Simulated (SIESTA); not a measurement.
Wanted: the native input for a SIESTA 5.4.2 run.

```
Task                : single point
Functional          : PBEsol
Potentials or basis : PseudoDojo 0.4 standard (PBEsol files)
Basis               : DZP (energy shift 0.003 Ry; two zetas on semicore shells)
Grid cutoff         : 800 Ry
Energy shift        : 0.003 Ry
k mesh              : 11 × 11 × 3
Occupations         : fermi-dirac, width 0.05 eV
Spin                : collinear spin, ferromagnetic start
Starting moments    : [4.0, 4.0, 0.0, 0.0, 0.0, 0.0] μB
```

Crystal: MnO2.

```
Mn O
1.0
     2.85496    0.00000    0.00000
    -1.42748    2.47246    0.00000
     0.00000    0.00000   10.22174
Mn O
2 4
Direct
  0.00000 0.00000 0.50000
  0.00000 0.00000 0.00000
  0.66667 0.33333 0.40686
  0.66667 0.33333 0.09314
  0.33333 0.66667 0.59314
  0.33333 0.66667 0.90686
```

Measurements of this composition are mostly on another form, of space group No. 136.

One way to write it, as run:

MnO2.fdf

```
SystemName                      MnO2
SystemLabel                     MnO2
NumberOfSpecies                 2
NumberOfAtoms                   6
%block ChemicalSpeciesLabel
  1  25 Mn
  2   8 O
%endblock ChemicalSpeciesLabel

LatticeConstant                 1.0 Ang
%block LatticeVectors
     2.8549554371     0.0000000000     0.0000000000
    -1.4274777185     2.4724639352     0.0000000000
     0.0000000000     0.0000000000    10.2217427273
%endblock LatticeVectors
AtomicCoordinatesFormat         Fractional
%block AtomicCoordinatesAndAtomicSpecies
     0.0000000000     0.0000000000     0.5000000000  1  Mn
     0.0000000000     0.0000000000     0.0000000000  1  Mn
     0.6666666667     0.3333333333     0.4068564500  2  O
     0.6666666667     0.3333333333     0.0931435500  2  O
     0.3333333333     0.6666666667     0.5931435500  2  O
     0.3333333333     0.6666666667     0.9068564500  2  O
%endblock AtomicCoordinatesAndAtomicSpecies

%block kgrid.MonkhorstPack
   11   0   0  0.0
    0  11   0  0.0
    0   0   3  0.0
%endblock kgrid.MonkhorstPack
XC.Functional                   GGA
XC.Authors                      PBEsol
PAO.BasisSize                   DZP
PAO.EnergyShift                 0.003 Ry
Mesh.Cutoff                     800 Ry
Spin                            polarized
%block DM.InitSpin
    1   4.000
    2   4.000
    3   0.000
    4   0.000
    5   0.000
    6   0.000
%endblock DM.InitSpin
OccupationFunction              FD
ElectronicTemperature           0.05 eV
MaxSCFIterations                200
SCF.MustConverge                false
SCF.Mixer.Method                Pulay
SCF.Mixer.Weight                0.1
SCF.Mixer.History               10
SCF.DM.Tolerance                5.0e-05
SCF.H.Tolerance                 1.0e-03 eV
WriteForces                     true
Charge.Mulliken                 end
Charge.Hirshfeld                end
Charge.Voronoi                  end
SaveRho                         true
SaveElectrostaticPotential      true
%block PAO.Basis
  Mn 5
  n=3 0 2
    2.738 0.000
  n=4 0 2
    7.595 0.000
  n=3 1 2
    3.070 0.000
  n=4 1 1
    7.595
  n=3 2 2
    5.098 0.000
%endblock PAO.Basis
```

Potentials or basis: PseudoDojo 0.4 standard (PBEsol files), DZP (energy shift 0.003 Ry; two zetas on semicore shells).

Command:

```sh
$ siesta < MnO2.fdf > MnO2.out 2>&1
```

Results of the run:

| Property | Result |
| --- | --- |
| Pressure | 0.3 GPa |
| Largest force | 0.184 eV/Å |
| Band gap on the k mesh | 0.76 eV, indirect (least direct gap 0.80 eV) |
| Net moment | 6.00 μB per cell |
| Site moments | Mn +2.92; O +0.04 μB |
| Hirshfeld charges | Mn +0.44; O -0.22 e |
| Voronoi charges | Mn +0.50; O -0.25 e |

Caveat: Mulliken charges of long-ranged orbitals can have an unphysical sign; short orbitals over semicore shells can move pressures by several GPa; an odd mesh through Γ misses points on the zone boundary, where band edges often lie; the basis of atomic orbitals isn't converged, which shifts pressures, moduli and gaps; only a ferromagnetic start was run, and an antiferromagnetic order may lie lower in energy.

Run time: 2.2 min on 1 thread of Intel(R) Xeon(R) 6975P-C (Granite Rapids) (shared host), peak memory 0.45 GiB.
